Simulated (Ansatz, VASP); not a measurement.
# One calculation of AlN, two programs

```
CELL_PARAMETERS angstrom
3.12989 0.00000 0.00000
-1.56494 2.71056 0.00000
0.00000 0.00000 5.21763
ATOMIC_POSITIONS crystal
Al 0.33333 0.66667 0.00457
Al 0.66667 0.33333 0.50457
N 0.33333 0.66667 0.38043
N 0.66667 0.33333 0.88043
```

Change from the starting cell: engineering shear strain xz +0.0000, normal strain along z +0.0400.

Alike in both runs: functional PBE; k mesh 9 × 9 × 6; occupations gaussian, width 0.05 eV; no spin polarisation.

Ansatz relaxed the structure, and its values are those at the end. VASP's run is a single point on that final structure, the one shown.

|  | VASP | Ansatz |
| --- | --- | --- |
| version | VASP 6.6.1 | Ansatz 0.2.0 |
| potentials or method | VASP PAW PBE potentials, release 64 (Al, N) | scalar-relativistic, plane waves, PAW |
| plane-wave cutoff (eV) | 520 | 520 |
| valence electrons in the cell | 16 | 16 |

```csv
,VASP,Ansatz,Ansatz less VASP
gap on the k mesh at the Fermi level (eV),3.74,3.74,-0.005
least direct gap on the mesh (eV),3.74,3.74,-0.005
pressure (GPa),-6.9,-6.7,+0.18
```

Ansatz warned: «stress_scf_threshold_loose».
